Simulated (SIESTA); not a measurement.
Si2W:

```
W Si
1.0
    -1.60690    1.60690    3.91495
     1.60690   -1.60690    3.91495
     1.60690    1.60690   -3.91495
W Si
1 2
Direct
  0.00000 0.00000 0.00000
  0.66530 0.66530 0.00000
  0.33470 0.33470 0.00000
```

Base run:

- Program: SIESTA 5.4.2
- Functional: PBEsol
- Potentials or basis: PseudoDojo 0.4 standard (PBEsol files)
- Basis: TZP (energy shift 0.002 Ry)
- Grid cutoff: 800 Ry
- Energy shift: 0.002 Ry
- k mesh: 9 × 9 × 9
- Occupations: fermi-dirac, width 0.05 eV
- Spin: no spin polarisation

Its results: band gap on the k mesh none (metal or under the smearing width); pressure -1.6 GPa; largest force 0.008 eV/Å.

**Question.** The run is repeated on the same cell with these changes: functional from PBEsol to LDA; potentials or basis from PseudoDojo 0.4 standard (PBEsol files) to PseudoDojo 0.4 standard (LDA files). What comes out?

**Answer.** Band gap on the k mesh none (metal or under the smearing width); pressure -5.9 GPa; largest force 0.073 eV/Å.

Caveats: semicore shells carry a single zeta, which can move pressures by several GPa and volumes by a few percent; the basis of atomic orbitals isn't converged, which shifts pressures, moduli and gaps.

Not every run made on this cell is shown here.
